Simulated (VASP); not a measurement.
# NaCl (Fm-3m) in VASP: notebook

Aim: see how the results for NaCl move with the level of theory and the settings. Levels: PBEsol, PBE. Tasks: elastic constants, phonons, dielectric tensor.

All numbers are computed with VASP 6.6.1; they aren't measurements. Logs are shortened: lines on timing, memory, paths and dates and some standing lists are left out, and cuts for length are marked.

**Measured values to compare with.**

From a printed reference work, textbook, for a bulk crystal of NaCl at 80 K: high-frequency dielectric constant 2.34.

The runs below are set against these values where they give the same quantity.

## 1. Starting point

It takes space group Fm-3m (No. 225, cubic). The conventional cell has a = 5.151 Å, b = 5.151 Å, c = 5.151 Å, α = 90.00°, β = 90.00°, γ = 90.00°. Na (site symmetry m-3m) is surrounded by 6 Cl at 2.58 Å. Cl (site symmetry m-3m) has 6 Na at 2.58 Å as nearest neighbours.

## 2. Elastic constants, PBEsol

Input file POSCAR:

```
NaCl
1.0
    0.0000000000      2.5755260158      2.5755260158
    2.5755260158      0.0000000000      2.5755260158
    2.5755260158      2.5755260158      0.0000000000
  Na              Cl
     1     1
Direct
     0.0000000000000000    0.0000000000000000    0.0000000000000000
     0.5000000000000000    0.5000000000000000    0.5000000000000000
```

Input file INCAR.step1:

```
  PREC = Accurate
  ENCUT = 600
  EDIFF = 1E-8
  ISMEAR = 0
  SIGMA = 0.03
  LREAL = F
  LASPH = T
  NELM = 80
  ALGO = Fast
  ISIF = 3
  LWAVE = F
  LCHARG = F
  GGA = PS
  PSTRESS = 120.0
  IBRION = 2
  NSW = 40
  EDIFFG = -0.002
```

Input file INCAR.step2:

```
  PREC = Accurate
  ENCUT = 600
  EDIFF = 1E-8
  ISMEAR = 0
  SIGMA = 0.03
  LREAL = F
  LASPH = T
  NELM = 80
  ALGO = Fast
  ISIF = 3
  LWAVE = F
  LCHARG = F
  GGA = PS
  PSTRESS = 120.0
  IBRION = 6
  NFREE = 2
  POTIM = 0.015
  NSW = 1
```

Input file KPOINTS:

```
Automatic mesh
0
Gamma
  8 8 8
```

Potentials or basis: VASP PAW PBE potentials, release 64 (Na_pv, Cl).

The run is started by

```console
$ cat potpaw_PBE.64/Na_pv/POTCAR potpaw_PBE.64/Cl/POTCAR > POTCAR
$ cp INCAR.step1 INCAR
$ mpirun -np 1 vasp_std > vasp.out
$ cp CONTCAR POSCAR
$ cp INCAR.step2 INCAR
$ mpirun -np 1 vasp_std > vasp.out
```

OUTCAR:

```text
PREC = Accurate
   ENCUT = 600
   EDIFF = 1E-8
   ISMEAR = 0
   LREAL = F
   LASPH = T
   NELM = 80
   ISIF = 3
   GGA = PS
   PSTRESS = 120.0
   IBRION = 6
   NFREE = 2
   POTIM = 0.015
   NSW = 1

 ion  position               nearest neighbor table
   1  0.000  0.000  0.000-   2 2.58   2 2.58   2 2.58   2 2.58   2 2.58   2 2.58
   2  0.500  0.500  0.500-   1 2.58   1 2.58   1 2.58   1 2.58   1 2.58   1 2.58

  LATTYP: Found a face centered cubic cell.
 ALAT       =     5.1504225719

  Lattice vectors:

 A1 = (   0.0000000000,   2.5752112860,   2.5752112860)
 A2 = (   2.5752112860,   0.0000000000,   2.5752112860)
 A3 = (   2.5752112860,   2.5752112860,   0.0000000000)

Analysis of symmetry for initial positions (statically):
=====================================================================
 Subroutine PRICEL returns:
 Original cell was already a primitive cell.

 Routine SETGRP: Setting up the symmetry group for a
 face centered cubic supercell.

 Subroutine GETGRP returns: Found 48 space group operations
 (whereof 48 operations were pure point group operations)
 out of a pool of 48 trial point group operations.

The static configuration has the point symmetry O_h .

Analysis of symmetry for dynamics (positions and initial velocities):
=====================================================================
 Subroutine PRICEL returns:
 Original cell was already a primitive cell.

 Routine SETGRP: Setting up the symmetry group for a
 face centered cubic supercell.

 Subroutine GETGRP returns: Found 48 space group operations
 (whereof 48 operations were pure point group operations)
 out of a pool of 48 trial point group operations.

The dynamic configuration has the point symmetry O_h .

 Subroutine INISYM returns: Found 48 space group operations
 (whereof 48 operations are pure point group operations),
 and found     1 'primitive' translations

----------------------------------------------------------------------------------------

                                     Primitive cell

  volume of cell :      34.1561

  direct lattice vectors                    reciprocal lattice vectors
     0.000000000  2.575211286  2.575211286    -0.194158826  0.194158826  0.194158826
     2.575211286  0.000000000  2.575211286     0.194158826 -0.194158826  0.194158826
     2.575211286  2.575211286  0.000000000     0.194158826  0.194158826 -0.194158826

  length of vectors
     3.641898727  3.641898727  3.641898727     0.336292951  0.336292951  0.336292951

  position of ions in fractional coordinates (direct lattice)
     0.000000000  0.000000000  0.000000000
     0.500000000  0.500000000  0.500000000

  ion indices of the primitive-cell ions
   primitive index   ion index
                 1           1
                 2           2

----------------------------------------------------------------------------------------

 KPOINTS: Automatic mesh

Automatic generation of k-mesh.
 Grid dimensions read from file:
 generate k-points for:    8    8    8

 Generating k-lattice:

  Cartesian coordinates                     Fractional coordinates (reciprocal lattice)
    -0.024269853  0.024269853  0.024269853     0.125000000  0.000000000  0.000000000
     0.024269853 -0.024269853  0.024269853     0.000000000  0.125000000  0.000000000
     0.024269853  0.024269853 -0.024269853     0.000000000  0.000000000  0.125000000

[... 109 lines left out ...]

------------------------ aborting loop because EDIFF is reached ----------------------------------------

  FORCE on cell =-STRESS in cart. coord.  units (eV):
  Direction    XX          YY          ZZ          XY          YZ          ZX
  --------------------------------------------------------------------------------------
  -------------------------------------------------------------------------------------
  Total        2.5591729      2.5591729      2.5591729      0.0000000      0.0000000      0.0000000
  in kB      120.0443214    120.0443214    120.0443214      0.0000000      0.0000000      0.0000000
  external PRESSURE =       0.0443214 kB  Pullay stress =     120.0000000 kB
[... 97 lines left out ...]
  energy  without entropy=       -6.6641892603  energy(sigma->0) =       -6.66418926

  enthalpy is  TOTEN    =        -4.1443346090 eV   P V=        2.5198546513

[... ionic steps 4 to 14 ...]

--------------------------------------- Ionic step       15  -------------------------------------------

 number of electron      13.9999998 magnetization

------------------------ aborting loop because EDIFF is reached ----------------------------------------
[... 71 lines left out ...]
--------------------------------------- Ionic step       17  -------------------------------------------

 number of electron      13.9999993 magnetization

 Free energy of the ion-electron system (eV)
  ---------------------------------------------------
  ext. energy  EPLUGINS =         0.00000000
  ---------------------------------------------------
  free energy    TOTEN  =        -6.70645284 eV

  energy without entropy =       -6.70645284  energy(sigma->0) =       -6.70645284

 E-fermi :   1.3094     XC(G=0):  -9.5923

 val. band max:        1.1248592778   @ k =   0.0000   0.0000   0.0000
 cond. band min:       7.2908548046   @ k =   0.0000   0.0000   0.0000
 fundamental gap:      6.1659955268
 Fermi energy:         1.3094096682

 k-point     1 :       0.0000    0.0000    0.0000
  band No.  band energies     occupation
      1     -19.1962      2.00000
      2     -19.1961      2.00000
      3     -19.1961      2.00000
      4     -12.3386      2.00000
      5       1.1248      2.00000
      6       1.1249      2.00000
      7       1.1249      2.00000
      8       7.2909      0.00000
      9      12.2507      0.00000
     10      12.2507      0.00000
     11      12.2507      0.00000
[... 309 lines left out ...]
 k-point    24 :      -0.3750    0.2500    0.1250
  band No.  band energies     occupation
      1     -19.2815      2.00000
      2     -19.2222      2.00000
      3     -19.2094      2.00000
      4     -11.5255      2.00000
      5      -1.4537      2.00000
      6      -0.1258      2.00000
      7       0.4283      2.00000
      8       9.8932      0.00000
      9      11.3473      0.00000
     10      12.6346      0.00000
     11      13.6909      0.00000

 [... further k-points ...]

------------------------ aborting loop because EDIFF is reached ----------------------------------------

  FORCE on cell =-STRESS in cart. coord.  units (eV):
  Direction    XX          YY          ZZ          XY          YZ          ZX
  --------------------------------------------------------------------------------------
  -------------------------------------------------------------------------------------
  Total        2.5642852      2.5584027      2.5584027      0.0000000      0.0000000     -0.0000000
  in kB      120.2841268    120.0081903    120.0081903      0.0000000      0.0000000     -0.0000000
  external PRESSURE =       0.1001691 kB  Pullay stress =     120.0000000 kB
[... 21 lines left out ...]
  energy  without entropy=       -6.7064528385  energy(sigma->0) =       -6.70645284

  enthalpy is  TOTEN    =        -4.1482247662 eV   P V=        2.5582280724

 INTERNAL STRAIN TENSORS FROM STRAINED CELLS
 ============================================

 INTERNAL STRAIN TENSOR FOR ION    1 for displacements in x,y,z  (eV/Angst):
          X           Y           Z          XY          YZ          ZX
  --------------------------------------------------------------------------------
  x     0.00000     0.00000    -0.00000     0.00000     0.00000     0.00000
  y     0.00000     0.00000     0.00000    -0.00000     0.00000     0.00000
  z    -0.00000    -0.00000    -0.00000     0.00000     0.00000    -0.00000

 INTERNAL STRAIN TENSORS FROM DISPLACED ATOMS
 ============================================

 INTERNAL STRAIN TENSOR FOR ION    1 for displacements in x,y,z  (eV/Angst):
          X           Y           Z          XY          YZ          ZX
  --------------------------------------------------------------------------------
  x     0.00000     0.00000     0.00000     0.00000     0.00000     0.00000
  y     0.00000     0.00000     0.00000     0.00000     0.00000     0.00000
  z     0.00000     0.00000     0.00000     0.00000     0.00000     0.00000

 INTERNAL STRAIN TENSOR FOR ION    2 for displacements in x,y,z  (eV/Angst):
          X           Y           Z          XY          YZ          ZX
  --------------------------------------------------------------------------------
  x     0.00000     0.00000     0.00000     0.00000     0.00000     0.00000
  y     0.00000     0.00000     0.00000     0.00000     0.00000     0.00000
  z     0.00000     0.00000     0.00000     0.00000     0.00000     0.00000

 Eigenvectors and eigenvalues of the dynamical matrix
 ----------------------------------------------------

   1 f  =    8.541361 THz    53.666951 2PiTHz  284.909122 cm-1    35.324213 meV
             X         Y         Z           dx          dy          dz
      0.000000  0.000000  0.000000     0.778321   -0.000000    0.000000
      2.575211  2.575211  2.575211    -0.627866    0.000000    0.000000
[... 21 lines left out ...]
   6 f/i=    0.007350 THz     0.046185 2PiTHz    0.245186 cm-1     0.030399 meV
             X         Y         Z           dx          dy          dz
      0.000000  0.000000  0.000000    -0.539070    0.321899    0.000000
      2.575211  2.575211  2.575211    -0.668248    0.399036    0.000000

--------------------------------------------------------------------------------------------------------

 ELASTIC MODULI CONTR FROM IONIC RELAXATION (kBar)
 Direction    XX          YY          ZZ          XY          YZ          ZX
 --------------------------------------------------------------------------------
 XX           0.0000      0.0000      0.0000      0.0000      0.0000      0.0000
 YY           0.0000      0.0000      0.0000      0.0000      0.0000      0.0000
 ZZ           0.0000      0.0000      0.0000      0.0000      0.0000      0.0000
 XY           0.0000      0.0000      0.0000      0.0000      0.0000      0.0000
 YZ           0.0000      0.0000      0.0000      0.0000      0.0000      0.0000
 ZX           0.0000      0.0000      0.0000      0.0000      0.0000      0.0000
 --------------------------------------------------------------------------------

 TOTAL ELASTIC MODULI (kBar)
 Direction    XX          YY          ZZ          XY          YZ          ZX
 --------------------------------------------------------------------------------
 XX        1604.2462    155.3017    155.3017     -0.0000     -0.0000      0.0000
 YY         155.3017   1604.2462    155.3017     -0.0000      0.0000      0.0000
 ZZ         155.3017    155.3017   1604.2462     -0.0000     -0.0000      0.0000
 XY          -0.0000     -0.0000     -0.0000    119.3972      0.0000     -0.0000
 YZ          -0.0000      0.0000     -0.0000      0.0000    119.3972     -0.0000
 ZX           0.0000      0.0000      0.0000     -0.0000     -0.0000    119.3972
 --------------------------------------------------------------------------------
```

Run time: 4.8 min. Hardware: 1 thread of Intel Xeon 6975P-C (Granite Rapids), shared host; peak memory 0.25 GiB.

Results:

| Item | Value |
| --- | --- |
| Elastic constants C11, C12, C44 | 160, 16, 12 GPa |
| Voigt bulk modulus | 64 GPa |
| Highest phonon frequency at Γ, LO-TO splitting left out | 285 cm⁻¹ |

Step by step:
```tsv
step	energy change (eV)	largest force (eV/Å)	pressure (GPa)	volume (Å³)
1	0.0000	0.0000	11.98	34.17
2	0.0009	0.0000	12.01	34.16
```

Phonon frequencies in cm⁻¹ (negative: imaginary):
| q point | frequencies |
| --- | --- |
| (0.000, 0.000, 0.000) | 0 0 0 285 285 285 |

Elastic tensor in Voigt notation (GPa, in the Cartesian axes of the cell as first typed):
```
160  16  16   0   0   0
 16 160  16   0   0   0
 16  16 160   0   0   0
  0   0   0  12   0   0
  0   0   0   0  12   0
  0   0   0   0   0  12
```

Clamped-ion elastic tensor (GPa):
```
160  16  16   0   0   0
 16 160  16   0   0   0
 16  16 160   0   0   0
  0   0   0  12   0   0
  0   0   0   0  12   0
  0   0   0   0   0  12
```

Caveat: the PAW data sets were made with another functional, which shifts forces and pressure a little.

## 3. Elastic constants, PBEsol

This run uses another cell than the first one, of 22.04 Å³/atom, 1.290 times its volume.

Input file POSCAR:

```
NaCl
1.0
    0.0000000000      2.8038634491      2.8038634491
    2.8038634491      0.0000000000      2.8038634491
    2.8038634491      2.8038634491     -0.0000000000
  Na              Cl
     1     1
Direct
     1.0000000000000000    0.0000000000000000    0.0000000000000000
     0.5000000000000000    0.5000000000000000    0.5000000000000000
```

Input file INCAR.step1:

```
  ALGO = Normal
  EDIFF = 1E-8
  EDIFFG = -0.002
  ENCUT = 600
  GGA = PS
  IBRION = 2
  ISIF = 3
  ISMEAR = 0
  LASPH = True
  LCHARG = False
  LREAL = False
  LWAVE = False
  NELM = 80
  NSW = 40
  PREC = Accurate
  SIGMA = 0.03
```

Input file INCAR.step2:

```
  ALGO = Normal
  EDIFF = 1E-8
  ENCUT = 600
  GGA = PS
  IBRION = 6
  ISIF = 3
  ISMEAR = 0
  LASPH = True
  LCHARG = False
  LREAL = False
  LWAVE = False
  NELM = 80
  NFREE = 2
  NSW = 1
  POTIM = 0.015
  PREC = Accurate
  SIGMA = 0.03
```

Input file KPOINTS:

```
k-points
0
Gamma
  8 8 8
```

Potentials or basis: VASP PAW PBE potentials, release 64 (Na_pv, Cl).

The run is started by

```console
$ cat potpaw_PBE.64/Na_pv/POTCAR potpaw_PBE.64/Cl/POTCAR > POTCAR
$ cp INCAR.step1 INCAR
$ mpirun -np 1 vasp_std > vasp.out
$ cp CONTCAR POSCAR
$ cp INCAR.step2 INCAR
$ mpirun -np 1 vasp_std > vasp.out
```

Wall time 8.9 min (1 thread of AMD EPYC 7R13 (Zen 3), shared host); peak memory 0.25 GiB.

Results (log left out):

```
Relaxed volume                                          : 22.03 Å³/atom
Relaxed cell                                            : a = 3.964 Å, b = 3.964 Å, c = 3.964 Å, α = 60.00°, β = 60.00°, γ = 60.00°
Space group after relaxing (to 0.05 Å)                  : Fm-3m (No. 225)
Elastic constants C11, C12, C44                         : 55, 11, 12 GPa
Voigt bulk modulus                                      : 26 GPa
Highest phonon frequency at Γ, LO-TO splitting left out : 168 cm⁻¹
```

Final structure:
```cif
data_structure
_symmetry_space_group_name_H-M 'P 1'
_symmetry_Int_Tables_number 1
_cell_length_a 3.9644
_cell_length_b 3.9644
_cell_length_c 3.9644
_cell_angle_alpha 60.000
_cell_angle_beta 60.000
_cell_angle_gamma 60.000
_cell_volume 44.06
loop_
_atom_site_label
_atom_site_type_symbol
_atom_site_fract_x
_atom_site_fract_y
_atom_site_fract_z
_atom_site_occupancy
Na1 Na 0.00000 0.00000 0.00000 1
Cl1 Cl 0.50000 0.50000 0.50000 1
```

Phonon frequencies in cm⁻¹ (negative: imaginary):
```tsv
q point	frequencies
(0.000, 0.000, 0.000)	0 0 0 168 168 168
```

Elastic tensor in Voigt notation (GPa, in the Cartesian axes of the cell as first typed):
```
55 11 11  0  0  0
11 55 11  0  0  0
11 11 55  0  0  0
 0  0  0 12  0  0
 0  0  0  0 12  0
 0  0  0  0  0 12
```

Clamped-ion elastic tensor (GPa):
```
55 11 11  0  0  0
11 55 11  0  0  0
11 11 55  0  0  0
 0  0  0 12  0  0
 0  0  0  0 12  0
 0  0  0  0  0 12
```

Caveat: the PAW data sets were made with another functional, which shifts forces and pressure a little.

[end of part 1 of 3]
